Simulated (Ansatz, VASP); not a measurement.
Two plane-wave programs on Re

```
CELL_PARAMETERS angstrom
2.76639 0.00000 0.00000
-1.38319 2.39576 0.00000
0.00000 0.00000 8.93885
ATOMIC_POSITIONS crystal
Re 0.66667 0.33333 0.75000
Re 0.00000 0.00000 0.50000
Re 0.33333 0.66667 0.25000
Re 0.00000 0.00000 0.00000
```

Alike in both runs: task relaxation of cell and atoms; functional RPBE; dispersion D3(BJ); k mesh 11 × 11 × 3; occupations fermi-dirac, width 0.05 eV; no spin polarisation.

|  | VASP | Ansatz |
| --- | --- | --- |
| version | VASP 6.6.1 | Ansatz 0.2.0 |
| potentials or method | VASP PAW PBE potentials, release 64 (Re) | Ansatz PAW |
| plane-wave cutoff (eV) | 600 | 420 |
| valence electrons in the cell | 28 | 60 |

Ansatz gave:

```
relaxed volume (Å³/atom)                                     : 13.42
relaxed cell length with the largest relative difference (Å) : 2.677
energy change over the relaxation (meV/atom)                 : -179
```

Question: Estimate VASP's values.

Answer: Relaxed volume (Å³/atom): 13.44; relaxed cell length with the largest relative difference (Å): 2.678; energy change over the relaxation (meV/atom): -180.

The two sets of potentials don't hold the same shells in valence.

Caveats: the bands computed are all filled at some k points, so no gap is given (VASP); the PAW data sets were made with another functional, which shifts forces and pressure a little (VASP); the plane-wave basis is chosen anew once the cell has moved, so the energies of steps on either side of that aren't comparable (Ansatz); the PAW data sets come from PBE, with cores solved anew for the run's functional, which leaves a small shift of forces and pressure (Ansatz). Spin-orbit coupling is left out, which matters for the levels of Re.
